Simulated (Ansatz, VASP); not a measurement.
**MgSi: VASP beside Ansatz**

INCAR

```
SYSTEM = MgSi
PREC = Accurate
ENCUT = 520
EDIFF = 1E-7
ISMEAR = -1
SIGMA = 0.05
LREAL = .False.
LASPH = .True.
NELM = 100
ALGO = Normal
ISIF = 2
LWAVE = .False.
LCHARG = .False.
GGA = PS
NBANDS = 14
```

KPOINTS

```
regular mesh
0
Gamma
  9 9 6
  0 0 0
```

The input POSCAR:

```
MgSi
1.0
    1.4822052945     -5.3526824699      0.0000000000
    1.4822052945      5.3526824699      0.0000000000
    0.0000000000      0.0000000000      4.2815197553
Si Mg
2 2
Direct
    0.5706380000      0.4293620000      0.7500000000
    0.4293620000      0.5706380000      0.2500000000
    0.1683810000      0.8316190000      0.2500000000
    0.8316190000      0.1683810000      0.7500000000
```

File input.yaml:

```yaml
crystal:
  lattice:
    - [1.4822052945, -5.3526824699, 0.0]
    - [1.4822052945, 5.3526824699, 0.0]
    - [0.0, 0.0, 4.2815197553]
  atoms:
    - { symbol: Si, position: [0.570638, 0.429362, 0.75] }
    - { symbol: Si, position: [0.429362, 0.570638, 0.25] }
    - { symbol: Mg, position: [0.168381, 0.831619, 0.25] }
    - { symbol: Mg, position: [0.831619, 0.168381, 0.75] }
hamiltonian:
  xc: pbesol
  pseudopotentials: { kind: paw }
kpoints:
  mp_grid: { grid: [9, 9, 6] }
scf:
  occupations: { method: fermi_dirac, width: 0.05 }
output:
  forces: true
  stress: true
  eigenvalues: true
```

Change from the starting cell: volume scaled by 0.96.

Alike in both runs: task single point; functional PBEsol; k mesh 9 × 9 × 6; occupations fermi-dirac, width 0.05 eV; no spin polarisation.

|  | VASP | Ansatz |
| --- | --- | --- |
| version | VASP 6.6.1 | Ansatz 0.2.0 |
| potentials or method | VASP PAW PBE potentials, release 64 (Si, Mg) | Ansatz PAW |
| plane-wave cutoff (eV) | 520 | 420 |
| valence electrons in the cell | 12 | 28 |

```csv
,VASP,Ansatz,Ansatz less VASP
gap on the k mesh at the Fermi level (eV),none,none,-
pressure (GPa),1.2,1.2,+0.01
largest component of the traceless stress (GPa),1.17,1.17,+0.001
rms of the force components (eV/Å),0.085,0.086,+0.0004
```

Atom by atom the forces differ by 0.002 eV/Å (rms over components). A gap of «none» marks a metal or a gap that the smearing closes. The functional is the same, so the differences come from potentials, cutoffs and numerics. The two sets of potentials don't hold the same shells in valence.

Caveats: the PAW data sets were made with another functional, which shifts forces and pressure a little (VASP); the PAW data sets come from PBE, with cores solved anew for the run's functional, which leaves a small shift of forces and pressure (Ansatz).
